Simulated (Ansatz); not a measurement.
## Mo2COS MXene monolayer in a perpendicular field

What dipole does a perpendicular field induce in the Mo2COS MXene monolayer? A positive field points along +c.

Calculated with Ansatz 0.2.0; plane-wave DFT, PBE-D3(BJ), Ansatz PAW.

**1. The starting structure**

The cell holds 5 atoms: 1 S, 2 Mo, 1 C and 1 O. Cell: a = 3.025 Å, b = 3.025 Å, c = 41.351 Å, α = 90.0°, β = 90.0°, γ = 120.0°. Vacuum lies along c.

**2. Relaxing the slab**

The starting cell is a guess, so the in-plane lattice and the atoms are relaxed first, with the slab cut off from its images along the normal.

input.yaml

```yaml
crystal:
  lattice:
    - [3.024736, 0.0, 0.0]
    - [-1.512368, 2.6194982157, 0.0]
    - [0.0, 0.0, 41.3513579405]
  atoms:
    - { symbol: S, position: [0.3333333333, 0.6666666667, 0.4377123486] }
    - { symbol: Mo, position: [0.6666666667, 0.3333333333, 0.4787837456] }
    - { symbol: C, position: [0.0, 0.0, 0.5076456815] }
    - { symbol: Mo, position: [0.3333333333, 0.6666666667, 0.5365076173] }
    - { symbol: O, position: [0.6666666667, 0.3333333333, 0.5622876514] }
  periodic: [true, true, false]
kpoints:
  mp_grid: { grid: [12, 12, 1] }
hamiltonian:
  xc: pbe
  dispersion: d3bj
scf:
  occupations: { method: fermi_dirac, width: 0.05 }
  convergence: { dr2_threshold: 1.0e-09 }
relax:
  f_tol: 0.004
  max_steps: 90
  cell: {}
output:
  write_potential: true
  write_density: true
  volumetric_format: npy
```

On the command line:

```
ansatz run input.yaml --threads 2 --pin off --max-ram 3072MiB --backend cpu --events-out ev --progress --plain --runs-dir out
```

Numbers of over 12 decimals in the logs are rounded to 6 here.

What it wrote:

```text
Warning: relax.cell: scf.convergence.dr2_threshold = 1e-9 eV is looser than the 2.17804519936e-10 eV advised for a relaxation that steers and ends on the stress (1e-10 eV for each atom of the cell: 5, times the square of relax.cell.stress_2d_tol = 0.05 N/m over 15.2 Å (the atoms' height at the walk's start and 5 Å past either face), 3.300e-2 GPa, over a crystal's default 0.05). What an SCF threshold leaves in a stress goes as its square root, and in the free energy as the threshold itself, and one threshold admits the most on a small cell: [figures from the program's tests cut] Set scf.convergence.dr2_threshold to 2.17804519936e-10 eV or tighter. [rest of the remark cut]
Engine: ansatz 0.2.0, x86_64-unknown-linux-gnu
Pseudopotentials: kind: paw
Pseudopotential: S, paw, valence charge 6, recommended cutoff 420 eV (normal), S.paw.azcp
Pseudopotential: Mo, paw, valence charge 14, recommended cutoff 420 eV (normal), Mo.paw.azcp
Pseudopotential: C, paw, valence charge 4, recommended cutoff 420 eV (normal), C.paw.azcp
Pseudopotential: O, paw, valence charge 6, recommended cutoff 420 eV (normal), O.paw.azcp
Functional definition: PBE
  parameter kappa = 0.804
  parameter beta = 0.066725
  exchange = pbe_x(kappa = kappa, mu = beta*pi^2/3)
  correlation = pbe_c(beta = beta)
Crystal: 5 atoms, lattice volume = 327.639 Å³
Basis set: ecut = 420 eV, 6343 PW (Γ), exchange–correlation on 48×48×576 points (8 copies of the dense FFT grid, shifted against one another)
Bands: 27, of which v1, the nominal top of the filled ones, is band 22 counted from 1 (21 counted from 0)
Symmetry: 6 space group operations
Space group: P3m1 (ITA 156), of the structure as read, at distance tolerance 6.9e-5 Å
k-points: 19 of 144 (time reversal used)
Non-local potential: S, projectors of the file, l = 0: 2, l = 1: 2, l = 2: 2
Non-local potential: Mo, projectors of the file, l = 0: 3, l = 1: 2, l = 2: 2, l = 3: 1
Non-local potential: C, projectors of the file, l = 0: 2, l = 1: 2, l = 2: 1
Non-local potential: O, projectors of the file, l = 0: 2, l = 1: 2, l = 2: 1
PAW form: soft (Blöchl's): semilocal exchange-correlation on the pseudo side does not see the compensation charge
PAW one-centre angular grid: S, 110 points (default); XC on 64 Gauss nodes
PAW one-centre angular grid: Mo, 590 points (default); XC on 64 Gauss nodes
PAW one-centre angular grid: C, 110 points (default); XC on 64 Gauss nodes
PAW one-centre angular grid: O, 110 points (default); XC on 64 Gauss nodes
Initial density: superposition of atomic densities (neutral atoms: chi_scale 0, normalization atom), corrected by the library's trained network
Initial wavefunctions: pseudopotential atomic-orbital guess
Functional: x = pbe(κ = 0.804, μ = 0.219515), c = pbe(β = 0.066725)
SCF iter   1: F=—  HF=-11634.393784 eV  |F-HF|=—  |Δ(HF+E_count)|=         —  Δρ=5.25e-3  dr2=8.65e-1  ethr=1.77e-3  ⟨swp⟩=15.5  Hψ=4324  notcnv=0
preconditioner: auto → LDOS  [metal: Δε(μ)=0.018 eV  Ē_g=8.169 eV  σ=0.050 eV  W_gap=0.09  n_scr=24 (ndim 8)  ℏωp=10.9 eV  f_vac=0.793  D(μ)=3.88/eV (n_scr^D=18)  β→1.0]
SCF iter   2: F=—  HF=-11634.366556 eV  |F-HF|=—  |Δ(HF+E_count)|=   2.72e-2  Δρ=1.96e-3  dr2=1.96e-2  ethr=1.77e-3  ⟨swp⟩=2.0  Hψ=717  notcnv=0
SCF iter   3: F=—  HF=-11634.366680 eV  |F-HF|=—  |Δ(HF+E_count)|=   1.24e-4  Δρ=6.77e-4  dr2=8.04e-3  ethr=4.46e-5  ⟨swp⟩=3.8  Hψ=1401  notcnv=0
SCF iter   4: F=—  HF=-11634.366686 eV  |F-HF|=—  |Δ(HF+E_count)|=   6.39e-6  Δρ=3.57e-4  dr2=1.42e-3  ethr=1.83e-5  ⟨swp⟩=3.3  Hψ=925  notcnv=0
SCF iter   5: F=—  HF=-11634.366624 eV  |F-HF|=—  |Δ(HF+E_count)|=   6.21e-5  Δρ=1.20e-4  dr2=2.53e-4  ethr=3.23e-6  ⟨swp⟩=3.2  Hψ=963  notcnv=0
SCF iter   6: F=—  HF=-11634.366640 eV  |F-HF|=—  |Δ(HF+E_count)|=   1.60e-5  Δρ=2.93e-5  dr2=1.55e-5  ethr=5.75e-7  ⟨swp⟩=2.2  Hψ=758  notcnv=0
SCF iter   7: F=—  HF=-11634.366669 eV  |F-HF|=—  |Δ(HF+E_count)|=   2.86e-5  Δρ=1.09e-5  dr2=5.29e-7  ethr=3.52e-8  ⟨swp⟩=3.2  Hψ=1129  notcnv=0
SCF iter   8: F=—  HF=-11634.366852 eV  |F-HF|=—  |Δ(HF+E_count)|=   1.84e-4  Δρ=3.64e-6  dr2=9.57e-8  ethr=1.20e-9  ⟨swp⟩=3.8  Hψ=1299  notcnv=0
SCF iter   9: F=—  HF=-11634.366853 eV  |F-HF|=—  |Δ(HF+E_count)|=   1.66e-7  Δρ=1.05e-6  dr2=1.34e-8  ethr=2.18e-10  ⟨swp⟩=3.0  Hψ=1054  notcnv=0
SCF iter  10: F=-11634.366853 eV  HF=-11634.366853 eV  |F-HF|=3.20e-8  |Δ(HF+E_count)|=   4.94e-8  Δρ=2.91e-7  dr2=3.29e-10  ethr=2.27e-12  ⟨swp⟩=12.4  Hψ=5566  notcnv=0
SCF 1 converged in 10 iterations: F = -11634.366853 eV  dr2 = 3.29e-10
  greatest PAW one-centre occupation: 0.998 electrons in one spin orbital (limit 2), on the Mo atom at site 1 (counted from 0), in its partial waves of l = 0
relax step   1: F+E_penalty+E_count = -11634.36685272 eV  Δ(F+E_penalty+E_count) = +0.000e0 eV  max|allowed force component| = 1.039e0 eV/Å  Δτ_max = 0.0000 Å  P = +9.137 N/m  Ω = 327.639 Å³  fix = [c, alpha, beta]  reactions: c +0.000 N/m  (10 SCF iters, accepted)
Crystal: 5 atoms, lattice volume = 344.896 Å³
Basis set: ecut = 420 eV, 6691 PW (Γ), exchange–correlation on 48×48×576 points (8 copies of the dense FFT grid, shifted against one another)
Initial density: handed on by an earlier stage of this run
Initial wavefunctions: those handed on with the density
iter 1 solved again at ethr=1.86e-4 eV; its pass at ethr=3.10e-3 eV (dr2=8.16e-2 eV) is discarded
SCF iter   1: F=—  HF=-11634.549854 eV  |F-HF|=—  |Δ(HF+E_count)|=         —  Δρ=4.36e-3  dr2=8.21e-2  ethr=1.86e-4  ⟨swp⟩=2.9  Hψ=5152  notcnv=0
preconditioner: auto → LDOS  [metal: Δε(μ)=0.064 eV  Ē_g=7.867 eV  σ=0.050 eV  W_gap=0.29  n_scr=24 (ndim 8)  ℏωp=10.6 eV  f_vac=0.798  D(μ)=2.57/eV (n_scr^D=14)  β→1.0]
SCF iter   2: F=—  HF=-11634.545380 eV  |F-HF|=—  |Δ(HF+E_count)|=   4.47e-3  Δρ=2.72e-3  dr2=3.43e-2  ethr=1.86e-4  ⟨swp⟩=4.0  Hψ=1316  notcnv=0
SCF iter   3: F=—  HF=-11634.538452 eV  |F-HF|=—  |Δ(HF+E_count)|=   6.93e-3  Δρ=4.01e-4  dr2=8.75e-4  ethr=7.80e-5  ⟨swp⟩=3.1  Hψ=1148  notcnv=0
SCF iter   4: F=—  HF=-11634.538449 eV  |F-HF|=—  |Δ(HF+E_count)|=   2.22e-6  Δρ=9.20e-5  dr2=2.16e-5  ethr=1.99e-6  ⟨swp⟩=3.4  Hψ=1192  notcnv=0
SCF iter   5: F=—  HF=-11634.538444 eV  |F-HF|=—  |Δ(HF+E_count)|=   5.09e-6  Δρ=2.08e-5  dr2=2.04e-6  ethr=4.90e-8  ⟨swp⟩=3.4  Hψ=1273  notcnv=0
SCF iter   6: F=—  HF=-11634.538630 eV  |F-HF|=—  |Δ(HF+E_count)|=   1.86e-4  Δρ=5.53e-6  dr2=1.18e-7  ethr=4.64e-9  ⟨swp⟩=3.4  Hψ=1116  notcnv=0
SCF iter   7: F=—  HF=-11634.538631 eV  |F-HF|=—  |Δ(HF+E_count)|=   6.54e-7  Δρ=1.35e-6  dr2=3.55e-9  ethr=2.68e-10  ⟨swp⟩=3.5  Hψ=1272  notcnv=0
[...]
relax step   4: F+E_penalty+E_count = -11634.58551072 eV  Δ(F+E_penalty+E_count) = -4.688e-2 eV  max|allowed force component| = 2.037e-1 eV/Å  Δτ_max = 0.0460 Å  P = -0.362 N/m  Ω = 351.512 Å³  energy of the carried Pulay correction = -8.088e-3 eV  fix = [c, alpha, beta]  reactions: c -0.000 N/m  (9 SCF iters, accepted)
relax step   5: F+E_penalty+E_count = -11634.58683339 eV  Δ(F+E_penalty+E_count) = -1.323e-3 eV  max|allowed force component| = 5.333e-2 eV/Å  Δτ_max = 0.0195 Å  P = -0.246 N/m  Ω = 352.947 Å³  energy of the carried Pulay correction = -8.556e-3 eV  fix = [c, alpha, beta]  reactions: c -0.000 N/m  (7 SCF iters, accepted)
relax step   6: F+E_penalty+E_count = -11634.58722718 eV  Δ(F+E_penalty+E_count) = -3.938e-4 eV  max|allowed force component| = 1.868e-2 eV/Å  Δτ_max = 0.0035 Å  P = -0.163 N/m  Ω = 352.668 Å³  energy of the carried Pulay correction = -8.465e-3 eV  fix = [c, alpha, beta]  reactions: c -0.000 N/m  (6 SCF iters, accepted)
relax step   7: F+E_penalty+E_count = -11634.58748937 eV  Δ(F+E_penalty+E_count) = -2.622e-4 eV  max|allowed force component| = 1.486e-2 eV/Å  Δτ_max = 0.0034 Å  P = -0.053 N/m  Ω = 352.195 Å³  energy of the carried Pulay correction = -8.311e-3 eV  fix = [c, alpha, beta]  reactions: c -0.000 N/m  (6 SCF iters, accepted)
relax step   8: F+E_penalty+E_count = -11634.58753121 eV  Δ(F+E_penalty+E_count) = -4.184e-5 eV  max|allowed force component| = 4.506e-3 eV/Å  Δτ_max = 0.0006 Å  P = +0.018 N/m  Ω = 352.092 Å³  energy of the carried Pulay correction = -8.277e-3 eV  fix = [c, alpha, beta]  reactions: c +0.000 N/m  (5 SCF iters, accepted)
relax step   9: F+E_penalty+E_count = -11634.58752511 eV  Δ(F+E_penalty+E_count) = +6.103e-6 eV  max|allowed force component| = 1.269e-4 eV/Å  Δτ_max = 0.0002 Å  P = +0.001 N/m  Ω = 352.113 Å³  energy of the carried Pulay correction = -8.284e-3 eV  fix = [c, alpha, beta]  reactions: c +0.000 N/m  (5 SCF iters, accepted)
relax step  10: F+E_penalty+E_count = -11634.60030327 eV  Δ(F+E_penalty+E_count) = -1.278e-2 eV  max|allowed force component| = 1.191e-3 eV/Å  Δτ_max = 0.0000 Å  P = +0.266 N/m  Ω = 352.113 Å³  fix = [c, alpha, beta]  reactions: c +0.000 N/m  stress off target by 2.66e-1 N/m on what of the cell is left free  SCF on the basis re-selected at this cell (its energy is not comparable with the rows above)  (6 SCF iters)
relax step  11: F+E_penalty+E_count = -11634.60022814 eV  Δ(F+E_penalty+E_count) = +7.512e-5 eV  max|allowed force component| = 4.815e-4 eV/Å  Δτ_max = 0.0023 Å  P = +0.015 N/m  Ω = 352.734 Å³  energy of the carried Pulay correction = -2.072e-4 eV  fix = [c, alpha, beta]  reactions: c +0.000 N/m  (6 SCF iters, accepted)
iter 1 solved again at ethr=1.72e-7 eV; its pass at ethr=3.10e-3 eV (dr2=7.56e-5 eV) is discarded
SCF iter   1: F=—  HF=-11634.600097 eV  |F-HF|=—  |Δ(HF+E_count)|=         —  Δρ=1.78e-5  dr2=3.51e-8  ethr=1.72e-7  ⟨swp⟩=7.3  Hψ=7155  notcnv=0
eigensolver tolerance schedule: the retry pair's looser diagonalisation over-reported the residual by 2151.76 of it (diagonalisation noise at 0.14 of the residual, at the tolerance the schedule requests for it); recorded, not acted on — ethr = c·dr2/N_el stays at c = 1.0e-1
preconditioner: auto → LDOS  [metal: Δε(μ)=0.069 eV  Ē_g=7.811 eV  σ=0.050 eV  W_gap=0.31  n_scr=24 (ndim 8)  ℏωp=10.5 eV  f_vac=0.799  D(μ)=2.36/eV (n_scr^D=14)  β→1.0]
SCF iter   2: F=—  HF=-11634.600451 eV  |F-HF|=—  |Δ(HF+E_count)|=   3.54e-4  Δρ=1.72e-6  dr2=7.55e-9  ethr=7.99e-11  ⟨swp⟩=6.1  Hψ=2202  notcnv=0
SCF iter   3: F=—  HF=-11634.600450 eV  |F-HF|=—  |Δ(HF+E_count)|=   6.22e-7  Δρ=7.05e-7  dr2=1.82e-9  ethr=1.72e-11  ⟨swp⟩=3.3  Hψ=1105  notcnv=0
SCF iter   4: F=-11634.600451 eV  HF=-11634.600450 eV  |F-HF|=4.02e-8  |Δ(HF+E_count)|=   5.98e-7  Δρ=1.22e-7  dr2=4.51e-11  ethr=2.27e-12  ⟨swp⟩=17.8  Hψ=5153  notcnv=0
SCF 12 converged in 4 iterations: F = -11634.600451 eV  dr2 = 4.51e-11
relax step  12: F+E_penalty+E_count = -11634.60045053 eV  Δ(F+E_penalty+E_count) = -2.224e-4 eV  max|allowed force component| = 4.926e-4 eV/Å  Δτ_max = 0.0000 Å  P = +0.016 N/m  Ω = 352.734 Å³  fix = [c, alpha, beta]  reactions: c +0.000 N/m  stress off target by 1.65e-2 N/m on what of the cell is left free  SCF on the basis re-selected at this cell (its energy is not comparable with the rows above)  (4 SCF iters)
basis re-selected at this cell: Δ(F+E_penalty+E_count) = -2.224e-4 eV, ΔP = +0.001 N/m vs the last step (what re-selecting the basis moved, of the pressure what is left beyond the Pulay correction that the steps carried, after the strain that the cell walked since its last selection, with what the two solves' SCF thresholds leave and, on support functions, any second-order correction that the steps lacked; it is no m [...]
WARN: The input density's exchange-correlation potential varies sharply where the density is thin. Do not read a vacuum level from v_tot or v_xc, or from such a field of the output density. On a cell that repeats whose density bears no net charge and no dipole along the vacuum's axis use v_es (v_loc + v_h of the components); under efield.dipole_correction with no amplitude use v_es + v_field, which holds any external [...]
SCF converged after 4 iterations
Free energy (F): -11634.600451 eV
Harris-Foulkes:  -11634.600450 eV  (|F-HF|=4.02e-8)
Internal energy: -11634.581240 eV  (E = F + TS)
E sigma→0 (E₀):  -11634.590845 eV
Entropy (-TS):   -0.019210 eV (-3.842 meV/atom)
Fermi energy:    -5.705782 eV
--- Per-component energies (eV) ---
  E_band       = -1116.846316
  E_kinetic    = 1254.138077
  E_local      = -175935.003820  (includes V_loc(G=0)·N_el)
  E_nonlocal   = 386.626117
  E_hartree    = 87105.315277
  E_xc         = -587.005500
  E_vxc        = -700.657963  (∫ρ·V_xc dr)
  E_paw        = -7258.241096  (= ΣΔE_a)
  E_vpaw       = -332.581892  (= ΣTr[D̂ρ^β])
  E_aug_tail   = 0.002461  (compensation charges beyond the density's cutoff)
  E_ewald      = 83401.113109
  E_disp       = -1.525865  (pairwise vdW)
  E_smearing   = -0.019210  (= −TS)
  E_closure    = -0.000000  (closes the sum)
  Σ components = -11634.600451   (vs F -11634.600451, Δ=0.00e0)
--- Forces (eV/Å), atoms counted from 1 ---
  atom   1  S      0.00000000     0.00000000     0.00049195
  atom   2  Mo     0.00000000    -0.00000000    -0.00037894
  atom   3  C      0.00000000     0.00000000    -0.00011578
  atom   4  Mo     0.00000000     0.00000000     0.00019114
  atom   5  O      0.00000000    -0.00000000    -0.00019165
  max |Σ_I F_I| component: 3.29e-6 eV/Å
--- 2D stress c σ (N/m, compression-positive) ---
        0.016477       0.000000      -0.000000
        0.000000       0.016477       0.000000
       -0.000000       0.000000       0.000000
  P = ½ c Tr σ = 0.0165 N/m
--- Band table (eV; the first three rows and the last of 19) ---
  k-point 0: bands = [... 18 lower, -8.0796, -8.0796, -6.5973, -6.5299, -6.5299, -5.4030, -5.4030, -4.1006, ... 1 higher]
  k-point 1: bands = [... 18 lower, -8.2137, -8.1186, -7.1370, -6.4083, -6.1006, -5.3092, -5.2696, -3.9303, ... 1 higher]
  k-point 2: bands = [... 18 lower, -8.2920, -8.0422, -7.6733, -6.3437, -5.7817, -5.1705, -4.7953, -4.1359, ... 1 higher]
  k-point 18: bands = [... 18 lower, -9.7438, -9.7214, -6.3936, -6.3060, -5.8473, -4.6492, -4.0859, -3.8688, ... 1 higher]
  the weakly bound empty levels are not read free of the cell's end (no_gap_told)
--- Relaxed structure (10 steps of the walk, 9 accepted, 2 SCFs on fresh bases) ---
  F+E_penalty+E_count = -11634.60045053 eV   max|allowed force component| = 4.926e-4 eV/Å   (the final SCF, on the basis selected at the relaxed cell)
  cell:  # Å, volume = 352.7340 Å³
    - [3.138437, 0.0, 0]
    - [-1.569219, 2.717966, 0]
    - [0, 0, 41.3513579405]
  atoms:
    - { symbol: S, position: [0.333333, 0.666667, 0.440501] }
    - { symbol: Mo, position: [0.666667, 0.333333, 0.480669] }
    - { symbol: C, position: [0, 0, 0.507464] }
    - { symbol: Mo, position: [0.333333, 0.666667, 0.533919] }
    - { symbol: O, position: [0.666667, 0.333333, 0.560385] }
```

Elapsed: 35 s, on 2 threads of AMD EPYC 9R45, shared host; peak memory 0.69 GiB.

This run has no spin polarisation, although Mo can carry a moment.

Step by step:

| step | energy less that of the first step (eV) | largest force component (eV/Å) | volume (Å³) |
| --- | --- | --- | --- |
| 1 | 0.0000 | 1.0385 | 327.64 |
| 2 | -0.1718 | 1.0794 | 344.90 |
| 3 | -0.0489 | 1.1149 | 370.61 |
| 4 | -0.2187 | 0.2037 | 351.51 |
| 5 | -0.2200 | 0.0533 | 352.95 |
| 6 | -0.2204 | 0.0187 | 352.67 |
| 7 | -0.2206 | 0.0149 | 352.19 |
| 8 | -0.2207 | 0.0045 | 352.09 |
| 9 | -0.2207 | 0.0001 | 352.11 |
| 10* | -0.2334 | 0.0012 | 352.11 |
| 11 | -0.2334 | 0.0005 | 352.73 |
| 12* | -0.2336 | 0.0005 | 352.73 |

Relaxation steps marked * repeat the geometry before them on a plane-wave basis chosen anew for their cell, so energy and pressure can jump there. Relaxation step 3 was tried and not accepted.

The run keeps the 6 symmetry operations that it works with, so distortions that break them were not tested.

| cell as run | before | after | change |
| --- | --- | --- | --- |
| a (Å) | 3.025 | 3.138 | +3.8 % |
| b (Å) | 3.025 | 3.138 | +3.8 % |

The atoms that moved most (Å, along periodic axes as changes of fractional coordinates times the final cell, across vacuum about the mean position):

| atom | dx | dy | dz | length |
| --- | --- | --- | --- | --- |
| S1 | 0.000 | 0.000 | 0.115 | 0.115 |
| Mo4 | 0.000 | 0.000 | -0.107 | 0.107 |
| O5 | 0.000 | 0.000 | -0.079 | 0.079 |
| Mo2 | 0.000 | 0.000 | 0.078 | 0.078 |
| C3 | 0.000 | 0.000 | -0.008 | 0.008 |

Final coordinates:

```cif
data_structure
_symmetry_space_group_name_H-M 'P 1'
_symmetry_Int_Tables_number 1
_cell_length_a 3.1384
_cell_length_b 3.1384
_cell_length_c 41.3514
_cell_angle_alpha 90.000
_cell_angle_beta 90.000
_cell_angle_gamma 120.000
_cell_volume 352.73
loop_
_atom_site_label
_atom_site_type_symbol
_atom_site_fract_x
_atom_site_fract_y
_atom_site_fract_z
_atom_site_occupancy
S1 S 0.33333 0.66667 0.44050 1
Mo2 Mo 0.66667 0.33333 0.48067 1
C3 C 0.00000 0.00000 0.50746 1
Mo4 Mo 0.33333 0.66667 0.53392 1
O5 O 0.66667 0.33333 0.56038 1
```

This step gave:

- energy at zero smearing: -11634.5908 eV

The lattice constant a goes from 3.025 to 3.138 Å.

(Continued in part 2 of 2.)

[Logs are printed without paths, hosts, clocks, repeated set-up lines and the standing remarks that a program may print on its own settings, such as how far it seeks lower states.]

[Hosts, paths, dates, database ids (printed as entryN), source tags and the programs' standing remarks are cut or masked in the printed files.]

[Maps of the electrostatic potential energy from Ansatz leave out the sawtooth potential of an applied field or a dipole correction, so their vacuum need not be flat; planar profiles and work functions include it.]
